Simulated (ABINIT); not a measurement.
Runs of ABINIT 10.8.3 (patched build) on CdS (Hawleyite). It takes space group F-43m (No. 216, cubic). Conventional cell: a = 5.833 Å, b = 5.833 Å, c = 5.833 Å, α = 90.00°, β = 90.00°, γ = 90.00°. Cd (site symmetry -43m) has 4 S at 2.53 Å as nearest neighbours. Around S (site symmetry -43m) lie 4 Cd at 2.53 Å. 

| task | level | potentials or basis | k mesh | cutoff (eV) | smearing | fine-grid cutoff | most SCF steps | mesh quality | gap on the mesh (eV) | pressure (GPa) | V0 of scaled cells (Å³/atom) | B0 (GPa) |
| --- | --- | --- | --- | --- | --- | --- | --- | --- | --- | --- | --- | --- |
| single point | r2SCAN | Ansatz NC r2SCAN | 8 × 8 × 8 | 1578 | fermi-dirac 0.05 eV | - | - | not flagged | (b) | - | - | - |
| equation of state | PBE+D3(BJ) | JTH PAW PBE v2.0 | 8 × 8 × 8 | 544 | fermi-dirac 0.05 eV | 1088.46 eV | - | not flagged | - | - | 25.08 | 59 |
| single point | HSE06 | SG15 NC PBE v1.2 | 6 × 6 × 6 | 599 | fixed | - | 60 | not flagged | 1.96 | 1.1 | - | - |
| equation of state | BP86 | JTH PAW PBE v2.0 | 8 × 8 × 8 | 544 | fermi-dirac 0.05 eV | 1088.46 eV | - | not flagged | - | - | (c) | 54 |
| band structure | PBEsol | JTH PAW PBE v2.0 | 8 × 8 × 8 | 599 | fermi-dirac 0.05 eV | 1197.3 eV | - | not flagged | 0.98 | -0.2 | - | - |
| single point | HSE03(Libxc) | SPMS NC PBE v1.0 | 3 × 3 × 3 | 1034 | fixed | - | 60 | coarse | (a) | 1.5 | - | - |
| equation of state | revPBE+D3 | JTH PAW PBE v2.0 | 8 × 8 × 8 | 599 | fermi-dirac 0.05 eV | 1197.3 eV | - | not flagged | - | - | 24.85 | 61 |
| equation of state | AM05 | JTH PAW PBE v2.0 | 8 × 8 × 8 | 599 | fermi-dirac 0.05 eV | 1197.3 eV | - | not flagged | - | - | 24.95 | 58 |
| single point | B3LYP | SPMS NC PBE v1.0 | 3 × 3 × 3 | 1034 | fixed | - | 60 | coarse | 2.52 | 34.0 | - | - |
| single point | PBE | JTH PAW PBE v2.0 | 5 × 5 × 5 | 599 | fermi-dirac 0.05 eV | 1197.3 eV | - | not flagged | 1.12 | 2.9 | - | - |
| equation of state | PBE | JTH PAW PBE v2.0 | 8 × 8 × 8 | 599 | fermi-dirac 0.05 eV | 1197.3 eV | - | not flagged | - | - | 26.04 | 53 |
| single point | PBE | SG15 NC PBE v1.2 | 6 × 6 × 6 | 599 | fixed | - | - | not flagged | 1.15 | 3.1 | - | - |

Alike in all rows: no spin polarisation; cell as given.

Problem. Fill in the values left out.

Solution. (a) 2.10; (b) 1.60; (c) 26.10.

Caveats: some runs use coarse meshes; pressures at fixed basis lie under the slope of the energies (some runs); the PAW data sets were made with another functional, which shifts forces and pressure a little (some runs); the potentials were made for another functional, which shifts forces and pressure (some runs); an odd mesh through Γ misses points on the zone boundary, where band edges often lie (some runs); Libxc's HSE differs a little from that of other programs (some runs); exact exchange is summed on a coarse mesh, which widens gaps by tenths of an eV (some runs); a pressure of tens of GPa on the cell as given is suspect, and the run, the potentials or the cell itself is likely at fault (some runs).

A k mesh can miss the band edges, and the runs leave out spin-orbit coupling on Cd.

Not every run made on this cell is shown here.
